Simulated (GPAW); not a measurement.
# BaTiO3 (R3m) in GPAW: a series of runs

The runs below take BaTiO3 through dielectric tensor, with LDA.

Program: GPAW 26.7.0. These are calculated values, not measurements. Logs are shortened: lines on timing, memory, paths and dates and some standing lists are left out, and cuts for length are marked. The log counts tension as positive stress, the text compression.

### 1 Starting point

The structure is trigonal, space group R3m (No. 160). The conventional cell has a = 5.655 Å, b = 5.655 Å, c = 6.955 Å, α = 90.00°, β = 90.00°, γ = 120.00°. Ba (site symmetry 3m) has 12 O at 2.79 to 2.89 Å as nearest neighbours. Around Ti (site symmetry 3m) lie 6 O at 1.87 to 2.14 Å. O (site symmetry m) has 2 Ti at 1.87 to 2.14 Å as nearest neighbours.

### 2 Dielectric tensor, LDA

run.py

```python
import numpy as np
from ase import Atoms
from ase.dft.bandgap import bandgap
from ase.io import write
from gpaw import GPAW, PW
from gpaw.response.df import DielectricFunction

atoms = Atoms(['Ba', 'Ti', 'O', 'O', 'O'],
              cell=[[2.8273666084, 1.6323808724, 2.3183934932],
                    [-2.8273666084, 1.6323808724, 2.3183934932],
                    [0.0, -3.2647617449, 2.3183934932]],
              scaled_positions=[[0.0, 0.0, 0.0],
                                [0.4845, 0.4845, 0.4845],
                                [0.5086, 0.0175, 0.5086],
                                [0.0175, 0.5086, 0.5086],
                                [0.5086, 0.5086, 0.0175]],
              pbc=True)

calc = GPAW(mode=PW(600),
            xc='LDA',
            kpts={'size': (6, 6, 6), 'gamma': True},
            occupations={'name': 'fermi-dirac', 'width': 0.001},
            nbands=36,
            convergence={'density': 1e-06},
            maxiter=150,
            txt='gpaw.txt')
atoms.calc = calc
energy = atoms.get_potential_energy()
calc.write('gs.gpw')
write('result.traj', atoms)
print(f'Energy: {energy:.6f} eV')
print('Fermi level:', round(calc.get_fermi_level(), 4), 'eV')
print(f'Gap: {bandgap(calc)[0]:.4f} eV, direct: {bandgap(calc, direct=True)[0]:.4f} eV')

for size in [(7, 7, 7), (9, 9, 9)]:
    name = 'x'.join(str(n) for n in size)
    dense = calc.fixed_density(kpts={'size': size, 'gamma': True},
                               nbands=66, convergence={'bands': 60, 'eigenstates': 1e-7},
                               update_fermi_level=True, txt=f'dense-{name}.txt')
    dense.write(f'{name}.gpw', mode='all')
    df = DielectricFunction(f'{name}.gpw', frequencies=np.array([0.0]), hilbert=False, eta=0.001,
                            ecut=80, nbands=60, intraband=False, txt=f'df-{name}.txt')
    for xc in ['RPA', 'ALDA_X', 'LR0.3']:
        for direction in ['x', 'y', 'z', [0, 1, 1], [1, 0, 1], [1, 1, 0]]:
            e0, e = df.get_macroscopic_dielectric_constant(xc=xc, direction=direction)
            print(f'{name} {xc} {direction}: {e0:.4f} without, {e:.4f} with local fields')
```

Potentials or basis: the program's PAW data sets (release 1.2.1) made for this functional, pw.

The run is started by

```console
$ OMP_NUM_THREADS=1 python run.py
```

gpaw.txt:

```text
__  _  _
 | _ |_)|_||  |
 |__||  | ||/\| - 26.7.0

Input parameters:
  mode=PW(ecut=600.0),
  convergence={'density': 1e-06},
  kpts=MonkhorstPack(size=(6, 6, 6), gamma=True),
  maxiter=150,
  nbands=36,
  occupations=Occupations(name='fermi-dirac', width=0.001),
  xc=XC(name='LDA')

Diagonalizing LCAO Hamiltonian
Converting LCAO to pw mode

           Ti
       O      O

           Ba

Atoms  # Å, Bohr magnetons
|   | symbol |         x |         y |        z |    initial magnetic moments |
|---|--------|-----------|-----------|----------|-----------------------------|
| 0 |     Ba |  0.000000 |  0.000000 | 0.000000 | ( 0.0000,  0.0000,  0.0000) |
| 1 |     Ti | -0.000000 | -0.000000 | 3.369785 | ( 0.0000,  0.0000,  0.0000) |
| 2 |      O |  1.388520 | -0.801662 | 2.398842 | ( 0.0000,  0.0000,  0.0000) |
| 3 |      O | -1.388520 | -0.801662 | 2.398842 | ( 0.0000,  0.0000,  0.0000) |
| 4 |      O |  0.000000 |  1.603324 | 2.398842 | ( 0.0000,  0.0000,  0.0000) |

Unit cell  # Å
| periodic |         x |         y |        z |  lengths |    angles |
|----------|-----------|-----------|----------|----------|-----------|
|      yes |  2.827367 |  1.632381 | 2.318393 | 4.004200 | 89.837000 |
|      yes | -2.827367 |  1.632381 | 2.318393 | 4.004200 | 89.837000 |
|      yes |  0.000000 | -3.264762 | 2.318393 | 4.004200 | 89.837000 |

Number of symmetries: 6
Symmetry operations  # r_c * U_cc + t_c -> r_c
|   | kind |            matrix            |
|---|------|------------------------------|
| 0 |  E   |  1, 0, 0,  0, 1, 0,  0, 0, 1 |
| 1 |  σ   |  1, 0, 0,  0, 0, 1,  0, 1, 0 |
| 2 |  σ   |  0, 1, 0,  1, 0, 0,  0, 0, 1 |
| 3 |  C3  |  0, 1, 0,  0, 0, 1,  1, 0, 0 |
| 4 |  C3  |  0, 0, 1,  1, 0, 0,  0, 1, 0 |
| 5 |  σ   |  0, 0, 1,  0, 1, 0,  1, 0, 0 |

BZ-sampling:
  Number of BZ points: 216
  Number of IBZ points: 32

  Monkhorst-Pack size: [6, 6, 6]
  Monkhorst-Pack shift: [0.08333333333333333, 0.08333333333333333, 0.08333333333333333]

K-points  # in reciprocal-cell coordinates
|     |                                coordinates |     weight |
|-----|--------------------------------------------|------------|
|   0 | (  0.00000000,   0.00000000,   0.00000000) | 0.00462963 |
|   1 | (  0.16666667,   0.00000000,  -0.16666667) | 0.02777778 |
|   2 | (  0.16666667,   0.00000000,   0.00000000) | 0.02777778 |
|   3 | (  0.16666667,   0.16666667,  -0.16666667) | 0.02777778 |
|   4 | (  0.16666667,   0.16666667,   0.00000000) | 0.02777778 |
|   5 | (  0.16666667,   0.16666667,   0.16666667) | 0.00925926 |
|   6 | (  0.33333333,  -0.16666667,  -0.16666667) | 0.02777778 |
|   7 | (  0.33333333,   0.00000000,  -0.33333333) | 0.02777778 |
|   8 | (  0.33333333,   0.00000000,  -0.16666667) | 0.05555556 |
|   9 | (  0.33333333,   0.00000000,   0.00000000) | 0.02777778 |
| ... |                                            |            |
|  31 | (  0.50000000,   0.50000000,   0.50000000) | 0.00462963 |

Plane wave coefficients: 2176
Cutoff: 600.0 eV

Spin-components: 1 (collinear spins)
Bands:           36
Projectors:      27
Spin-degeneracy: 2
Datatype:        complex128

Parallelization:
  kpt:    1
  domain: 1
  band:   1

Density:
  Valence electrons: 40.0
  Components: 1
  Grid points: [24 24 24]
  Charge: 0.0  # |e|

Potential:
  Grid points: [24 24 24]

species:
  Ba:
    name:    Barium
    Z:       56.0
    valence: 10
    core:    46
    charge:  0.0  # [|e|]
    compensation charges:
      type: gauss
      rc: 0.37  # [Å]
      lmax: 2
    cutoffs:
      filter: 2.06  # [Å]
      core: 2.33  # [Å]
    projectors
    | kind |    occ | energy [eV] | rcut [Å] |
    |------|--------|-------------|----------|
    |   5s |  2.000 |     -33.774 |    1.164 |
    |   6s |  2.000 |      -3.346 |    1.164 |
    |   5p |  6.000 |     -18.813 |    1.164 |
    |    p |        |       0.000 |    1.164 |
    |    d |        |       0.000 |    1.164 |
    |    d |        |      27.211 |    1.164 |

    Using partial waves for Ba as LCAO basis

  Ti:
    name:    Titanium
    Z:       22.0
    valence: 12
    core:    10
    charge:  0.0  # [|e|]
    compensation charges:
      type: gauss
      rc: 0.38  # [Å]
      lmax: 2
    cutoffs:
      filter: 2.23  # [Å]
      core: 1.02  # [Å]
    projectors
    | kind |    occ | energy [eV] | rcut [Å] |
    |------|--------|-------------|----------|
    |   3s |  2.000 |     -62.257 |    1.270 |
    |   4s |  2.000 |      -4.593 |    1.270 |
    |   3p |  6.000 |     -38.791 |    1.058 |
    |   4p |  0.000 |      -1.536 |    1.058 |
    |   3d |  2.000 |      -4.463 |    1.058 |
    |    d |        |      22.748 |    1.058 |

    Using partial waves for Ti as LCAO basis

  O:
    name:    Oxygen
    Z:       8.0
    valence: 6
    core:    2
    charge:  0.0  # [|e|]
    compensation charges:
      type: gauss
      rc: 0.21  # [Å]
      lmax: 2
    cutoffs:
      filter: 1.17  # [Å]
      core: 0.83  # [Å]
    projectors
    | kind |    occ | energy [eV] | rcut [Å] |
    |------|--------|-------------|----------|
    |   2s |  2.000 |     -23.752 |    0.688 |
    |   2p |  4.000 |      -9.195 |    0.598 |
    |    s |        |       3.459 |    0.688 |
    |    p |        |      18.016 |    0.598 |
    |    d |        |       0.000 |    0.619 |

    Using partial waves for O as LCAO basis

Reference energy: -250365.446817  # eV

eigensolver:
  PPCG
  Converge bands: occupied
  niter=2

density mixing:
  MSR1-Mixer
  Pratt-step length: 0.05
  Maximum mixing coefficient: 0.75
  Old densities: 10
  SVD Regularization: 0.005
  Good broyden scale: 1.0
  Trust region scale: 1.0
  Backstep threshold: 4.0
  History deletion threshold: 6.0
  Fourier metric: weight=20.0, sigma=0.015

occupation numbers:
  Fermi-Dirac:
    width: 0.0010  # eV

poisson solver:
  ecut: 4800.0  # eV

xc functional:
  name: None

convergence criteria:
- Maximum integral of absolute [dens]ity change: 1e-06 electrons / valence electron
- Maximum [total energy] change in last 3 cyles: 0.0005 eV / valence electron
- Maximum integral of absolute [eigenst]ate change: 4e-08 eV^2 / valence electron
maximum number of iterations: 150

SCF iterations
|iter     | |      energy | eigst |  dens |
|---------|-|-------------|-------|-------|
|iter:   1| |  -48.516277 | +0.12 |       |
|iter:   2| |  -46.930323 | -1.56 | -0.88 |
|iter:   3| |  -43.761450 | -1.02 | -0.95 |
|iter:   4| |  -43.579059 | -2.27 | -1.48 |
|iter:   5| |  -43.535052 | -2.95 | -1.66 |
|iter:   6| |  -43.531012 | -3.72 | -2.02 |
|iter:   7| |  -43.531010c| -5.06 | -2.83 |
|iter:   8| |  -43.531000c| -5.94 | -3.41 |
|iter:   9| |  -43.531000c| -7.51c| -4.08 |
|iter:  10| |  -43.531000c| -8.31c| -5.08 |
|iter:  11| |  -43.531000c| -8.95c| -5.64 |
|iter:  12| |  -43.531000c| -9.70c| -6.30c|

Converged in 12 steps
Energy contributions relative to reference atoms: (reference = -250365.446817)

Energy contributions:
  Kinetic:          39.116842
  Coulomb:         -41.610240
  Zero:              0.518887
  External:          0.000000
  Xc:              -41.556488
  Entropy:          -0.000000
  Spinorbit:         0.000000
  ----------------------------
  Free energy:     -43.531000
  Extrapolated:    -43.531000

dipole moment: (-0.000000, 0.000000, -58.779855)  # |e|*Ang

Fermi level: 8.272
Eigenvalues  # (at kpt = [0.000, 0.000, 0.000])
| band index |      eig [eV] | occ [0-2] |
|------------|---------------|-----------|
|          0 |       -48.368 |     2.000 |
|        ... |               |           |
|         12 |         5.014 |     2.000 |
|         13 |         5.014 |     2.000 |
|         14 |         5.892 |     2.000 |
|         15 |         5.892 |     2.000 |
|         16 |         6.135 |     2.000 |
|         17 |         6.696 |     2.000 |
[... 8 lines left out ...]
|         26 |        12.179 |     0.000 |
|         27 |        14.420 |     0.000 |
|        ... |               |           |
|         35 |        26.415 |     0.000 |

Gap: 2.334 eV
Transition (v -> c):
  (s=0, k=31, n=19, [0.50, 0.50, 0.50]) -> (s=0, k=0, n=20, [0.00, 0.00, 0.00])
Direct/indirect transitions are different
Direct gap: 2.716 eV
Transition at: (s=0, k=0, n=19, [0.00, 0.00, 0.00])
# Writing to gs.gpw (mode='')
```

It took 10 min on 1 thread of Arm Neoverse V1, shared host; peak memory 1.7 GiB.

Results:

```
Free energy                             : -43.5310 eV
Band gap on the k mesh                  : 2.33 eV, indirect (least direct gap 2.72 eV)
Electronic dielectric tensor (diagonal) : 5.60, 5.60, 5.16
```

Electronic dielectric tensor:
```
5.60 0.00 0.00
0.00 5.60 0.00
0.00 0.00 5.16
```

Caveat: the long-wavelength limit can be off by several per cent where d states take part; spin-orbit coupling is left out, which moves the levels of the heavy elements; an odd mesh through Γ misses points on the zone boundary, where band edges often lie.

### 3 Dielectric tensor, LDA

Changes to run.py since step 2:

```diff
@@ -34,3 +34,3 @@
 
-for size in [(7, 7, 7), (9, 9, 9)]:
+for size in [(8, 8, 8)]:
     name = 'x'.join(str(n) for n in size)
@@ -42,3 +42,3 @@
                             ecut=80, nbands=60, intraband=False, txt=f'df-{name}.txt')
-    for xc in ['RPA', 'ALDA_X', 'LR0.3']:
+    for xc in ['RPA']:
         for direction in ['x', 'y', 'z', [0, 1, 1], [1, 0, 1], [1, 1, 0]]:
```

Potentials or basis: the program's PAW data sets (release 1.2.1) made for this functional, pw.

The run is started by

```console
$ OMP_NUM_THREADS=1 python run.py
```

gpaw.txt:

```text
__  _  _
 | _ |_)|_||  |
 |__||  | ||/\| - 26.7.0

Input parameters:
  mode=PW(ecut=600.0),
  convergence={'density': 1e-06},
  kpts=MonkhorstPack(size=(6, 6, 6), gamma=True),
  maxiter=150,
  nbands=36,
  occupations=Occupations(name='fermi-dirac', width=0.001),
  xc=XC(name='LDA')

Diagonalizing LCAO Hamiltonian
Converting LCAO to pw mode

           Ti
       O      O

           Ba

Atoms  # Å, Bohr magnetons
|   | symbol |         x |         y |        z |    initial magnetic moments |
|---|--------|-----------|-----------|----------|-----------------------------|
| 0 |     Ba |  0.000000 |  0.000000 | 0.000000 | ( 0.0000,  0.0000,  0.0000) |
| 1 |     Ti | -0.000000 | -0.000000 | 3.369785 | ( 0.0000,  0.0000,  0.0000) |
| 2 |      O |  1.388520 | -0.801662 | 2.398842 | ( 0.0000,  0.0000,  0.0000) |
| 3 |      O | -1.388520 | -0.801662 | 2.398842 | ( 0.0000,  0.0000,  0.0000) |
| 4 |      O |  0.000000 |  1.603324 | 2.398842 | ( 0.0000,  0.0000,  0.0000) |

Unit cell  # Å
| periodic |         x |         y |        z |  lengths |    angles |
|----------|-----------|-----------|----------|----------|-----------|
|      yes |  2.827367 |  1.632381 | 2.318393 | 4.004200 | 89.837000 |
|      yes | -2.827367 |  1.632381 | 2.318393 | 4.004200 | 89.837000 |
|      yes |  0.000000 | -3.264762 | 2.318393 | 4.004200 | 89.837000 |

Number of symmetries: 6
Symmetry operations  # r_c * U_cc + t_c -> r_c
|   | kind |            matrix            |
|---|------|------------------------------|
| 0 |  E   |  1, 0, 0,  0, 1, 0,  0, 0, 1 |
[... 146 lines left out ...]
occupation numbers:
  Fermi-Dirac:
    width: 0.0010  # eV

poisson solver:
  ecut: 4800.0  # eV

xc functional:
  name: None

convergence criteria:
- Maximum integral of absolute [dens]ity change: 1e-06 electrons / valence electron
- Maximum [total energy] change in last 3 cyles: 0.0005 eV / valence electron
- Maximum integral of absolute [eigenst]ate change: 4e-08 eV^2 / valence electron
maximum number of iterations: 150

SCF iterations
|iter     | |      energy | eigst |  dens |
|---------|-|-------------|-------|-------|
|iter:   1| |  -48.516277 | +0.12 |       |
|iter:   2| |  -46.930323 | -1.56 | -0.88 |
|iter:   3| |  -43.761450 | -1.02 | -0.95 |
|iter:   4| |  -43.579059 | -2.27 | -1.48 |
|iter:   5| |  -43.535052 | -2.95 | -1.66 |
|iter:   6| |  -43.531012 | -3.72 | -2.02 |
|iter:   7| |  -43.531010c| -5.06 | -2.83 |
|iter:   8| |  -43.531000c| -5.94 | -3.41 |
|iter:   9| |  -43.531000c| -7.51c| -4.08 |
|iter:  10| |  -43.531000c| -8.31c| -5.08 |
|iter:  11| |  -43.531000c| -8.95c| -5.64 |
|iter:  12| |  -43.531000c| -9.70c| -6.30c|

Converged in 12 steps
Energy contributions relative to reference atoms: (reference = -250365.446817)

Energy contributions:
  Kinetic:          39.116842
  Coulomb:         -41.610240
  Zero:              0.518887
  External:          0.000000
  Xc:              -41.556488
  Entropy:          -0.000000
  Spinorbit:         0.000000
  ----------------------------
  Free energy:     -43.531000
  Extrapolated:    -43.531000

dipole moment: (-0.000000, 0.000000, -58.779855)  # |e|*Ang

Fermi level: 8.272
Eigenvalues  # (at kpt = [0.000, 0.000, 0.000])
| band index |      eig [eV] | occ [0-2] |
|------------|---------------|-----------|
|          0 |       -48.368 |     2.000 |
|        ... |               |           |
|         12 |         5.014 |     2.000 |
|         13 |         5.014 |     2.000 |
|         14 |         5.892 |     2.000 |
|         15 |         5.892 |     2.000 |
|         16 |         6.135 |     2.000 |
|         17 |         6.696 |     2.000 |
[... 8 lines left out ...]
|         26 |        12.179 |     0.000 |
|         27 |        14.420 |     0.000 |
|        ... |               |           |
|         35 |        26.415 |     0.000 |

Gap: 2.334 eV
Transition (v -> c):
  (s=0, k=31, n=19, [0.50, 0.50, 0.50]) -> (s=0, k=0, n=20, [0.00, 0.00, 0.00])
Direct/indirect transitions are different
Direct gap: 2.716 eV
Transition at: (s=0, k=0, n=19, [0.00, 0.00, 0.00])
# Writing to gs.gpw (mode='')
```

df-8x8x8.txt:

```text
FrequencyGridDescriptor(from 0.000 to 0.000 eV, 1 points)
FrequencyGridDescriptor(from 0.000 to 0.000 eV, 1 points)

Calculating chi0 body with:
    Ground state adapter containing:
    Number of spins: 1
    Number of kpoints: 512
    Number of irreducible kpoints: 65
    Number of completely occupied states: 20
    Number of partially occupied states: 20

    Linear response parametrization:
    q_c: [0.0, 0.0, 0.0]
    Number of frequency points: 1
    Planewave cutoff: 80.0
    Number of bands: 60
    Number of planewaves: 93
    Broadening (eta): 0.001

Integrating chi0 body.

Symmetries of q_c:
    Direct symmetries (Uq -> q): 6
    Indirect symmetries (TUq -> q): 6
In total 12 allowed symmetries.

Integral kind: response function

Calculating chi0 optical extensions with:
    Ground state adapter containing:
    Number of spins: 1
    Number of kpoints: 512
    Number of irreducible kpoints: 65
    Number of completely occupied states: 20
    Number of partially occupied states: 20

    Linear response parametrization:
    Number of frequency points: 1
    Planewave cutoff: 80.0
    Number of bands: 60
    Number of planewaves: 93
    Broadening (eta): 0.001
Integrating chi0 head and wings.

Symmetries of q_c:
    Direct symmetries (Uq -> q): 6
    Indirect symmetries (TUq -> q): 6
In total 12 allowed symmetries.

Integral kind: response function wings

Finished calculating chi0
```

Wall time 3.8 min (1 thread of Intel Xeon at 2.60GHz (Ice Lake), shared host); peak memory 0.62 GiB.

Results:

```
Free energy                             : -43.5310 eV
Band gap on the k mesh                  : 2.33 eV, indirect (least direct gap 2.72 eV)
Electronic dielectric tensor (diagonal) : 5.60, 5.60, 5.16
```

Electronic dielectric tensor:
```
5.60 0.00 0.00
0.00 5.60 0.00
0.00 0.00 5.16
```

Caveat: the long-wavelength limit can be off by several per cent where d states take part; spin-orbit coupling is left out, which moves the levels of the heavy elements.
